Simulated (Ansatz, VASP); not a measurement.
**Gd in VASP and in Ansatz**

Contents of INCAR:

```
SYSTEM = Gd
PREC     = Accurate       ! precision mode
ENCUT    = 520            ! plane-wave cutoff, eV
EDIFF    = 1E-6           ! SCF threshold, eV
ISMEAR   = 0              ! smearing method
SIGMA    = 0.1            ! smearing width, eV
LREAL    = .FALSE.        ! projectors in reciprocal space
LASPH    = .TRUE.         ! aspherical terms in the spheres
NELM     = 150            ! most SCF steps
ALGO     = Normal         ! electronic algorithm
ISIF     = 2              ! what is computed and relaxed
LWAVE    = .FALSE.        ! write WAVECAR
LCHARG   = .FALSE.        ! write CHGCAR
ISPIN    = 2              ! spin polarisation
MAGMOM   = 7 7            ! initial moments
LORBIT   = 11             ! projections on sites
LMAXMIX  = 6              ! l up to which the mixer works
LDAU     = .TRUE.         ! DFT+U
LDAUTYPE = 2            
LDAUL    = 3              ! shell
LDAUU    = 6              ! U, eV
LDAUJ    = 0            
LDAUPRINT= 1            
GGA      = PS             ! functional
NBANDS   = 29             ! bands
```

File KPOINTS:

```
regular mesh
0
G
  6 6 4
  0 0 0
```

POSCAR

```
Gd
1.0
    3.6360000000      0.0000000000      0.0000000000
   -1.8180000000      3.1488683680      0.0000000000
    0.0000000000      0.0000000000      5.7826000000
Gd
2
Direct
    0.3333333330      0.6666666670      0.2500000000
    0.6666666670      0.3333333330      0.7500000000
```

Input for Ansatz:

```yaml
crystal:
  lattice:
    - [3.636, 0.0, 0.0]
    - [-1.818, 3.148868368, 0.0]
    - [0.0, 0.0, 5.7826]
  atoms:
    - { symbol: Gd, position: [0.333333333, 0.666666667, 0.25], spin: 7.0 }
    - { symbol: Gd, position: [0.666666667, 0.333333333, 0.75], spin: 7.0 }
basis:
  ecutwfc: 420
kpoints:
  mp_grid: { grid: [6, 6, 4] }
hamiltonian:
  xc: pbesol
  pseudopotentials: { kind: paw }
  hubbard: { sites: [{ species: Gd, l: f, u_eff: 6.0 }] }
scf:
  occupations: { method: gaussian, width: 0.1 }
  lower_state_search: "off"
output:
  forces: true
  stress: true
  eigenvalues: true
  populations: true
magnetization:
  spin_polarized: true
```

Alike in both runs: task single point; functional PBEsol; k mesh 6 × 6 × 4; occupations gaussian, width 0.1 eV; collinear spin; Hubbard terms Gd f U = 6.0 eV.

```csv
,VASP,Ansatz
version,VASP 6.6.1,Ansatz 0.2.0
potentials or method,"VASP PAW PBE potentials, release 64 (Gd)","scalar-relativistic, plane waves, PAW"
plane-wave cutoff (eV),520,420
valence electrons in the cell,36,36
```

Ansatz gave:

```
gap on the k mesh at the Fermi level (eV)                     : none
pressure (GPa)                                                : -1.7
largest component of the traceless stress (GPa)               : 0.34
net moment per atom (μB)                                      : 7.78
size of the moment on the site where the two differ most (μB) : 7.48
```

Problem. Which values does VASP return?

Solution. gap on the k mesh at the Fermi level (eV): none; pressure (GPa): -1.5; largest component of the traceless stress (GPa): 0.30; net moment per atom (μB): 7.78; size of the moment on the site where the two differ most (μB): 7.12.

Site moments also hang on the region over which each program counts them. The programs project onto different local orbitals, so the same U acts differently. A gap of «none» marks a metal or a gap that the smearing closes. Ansatz warned: «filled_band_counts_differ_across_k_points».

Caveats: the PAW data sets were made with another functional, which shifts forces and pressure a little (VASP); spin-orbit coupling is left out, which moves the levels of the heavy elements. The state reached can hang on the start; a lower one may exist.
